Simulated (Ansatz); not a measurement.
## BaTiO₃: a vibration from a frozen displacement

Computed with Ansatz 0.2.0, DFT PBE+U, scalar-relativistic, plane waves, PAW. The runs took a 420 eV cutoff, a Γ-centred 6×6×6 mesh and Gaussian smearing (0.05 eV). Spin–orbit coupling is left out, which matters for the heavy elements here. U_eff on d shells: Ti 4 eV. No spin polarisation. Energies are free energies at this smearing, counted from the undisturbed cell; pressure is positive in compression.

The starting cell (relaxed at this level; it needn't be the usual structure):

```yaml
crystal:
  lattice:
    - [4.00822, 0.00000, 0.00000]
    - [0.00000, 2.87328, 2.88592]
    - [0.00000, -2.87328, 2.88592]
  atoms:
    - { symbol: Ba, position: [0.00000, 0.00808, 0.00808] }
    - { symbol: Ti, position: [0.50000, 0.51971, 0.51971] }
    - { symbol: O, position: [0.00000, 0.49163, 0.49163] }
    - { symbol: O, position: [0.50000, 0.49381, 0.98300] }
    - { symbol: O, position: [0.50000, 0.98300, 0.49381] }
```

Every Ba atom is moved by x along the Cartesian unit vector (0.000, 0.000, 1.000); the cell and all other atoms stay fixed. The cell's volume is 66.47 Å³; the moved atoms weigh 137.327 u together and the others 95.864 u.

| x (Å) | ΔE (meV/cell) | total force on the moved atoms along the move (eV/Å) | pressure (GPa) |
| --- | --- | --- | --- |
| -0.3000 | 236.09 | 1.6558 | 1.6266 |
| -0.2250 | 129.99 | 1.1847 | 0.7840 |
| -0.1500 | 57.04 | 0.7677 | 0.2400 |
| -0.0750 | 14.12 | 0.3796 | -0.0169 |
| 0.0000 | 0.00 | -0.0045 | 0.0084 |
| 0.0750 | 15.32 | -0.4095 | 0.3175 |
| 0.1500 | 62.58 | -0.8607 | 0.9193 |
| 0.2250 | 146.21 | -1.3832 | 1.8284 |
| 0.2625 | 203.55 | -1.6791 | 2.4041 |
| 0.3000 | 272.49 | -2.0027 | 3.0645 |

Q: What frequency belongs to this motion?

A: The force constant is k = −dF/dx = 5.261 eV/Å², from the parabola through x = -0.0750, 0 and 0.0750. In every cell the moved atoms swing against the rest, so the mass is μ = m₁m₂/(m₁ + m₂) = 56.455 u, and ν̃ = 521.5 cm⁻¹ × √(|k|/μ) = 159 cm⁻¹. The pattern needn't be a normal mode: ν̃² is then a weighted mean of the squared nonzero frequencies at the zone centre of this cell, taken without macroscopic field, so it lies between the lowest and the highest of them.

Q: How far does the harmonic law reach?

A: At x = -0.300 Å, kx²/2 = 236.73 meV against the computed 236.09 meV (-0.3 %): the well is still close to harmonic there.

Many cubic perovskites lower their energy by tilts or polar distortions; a scan of this one displacement doesn't rule them out.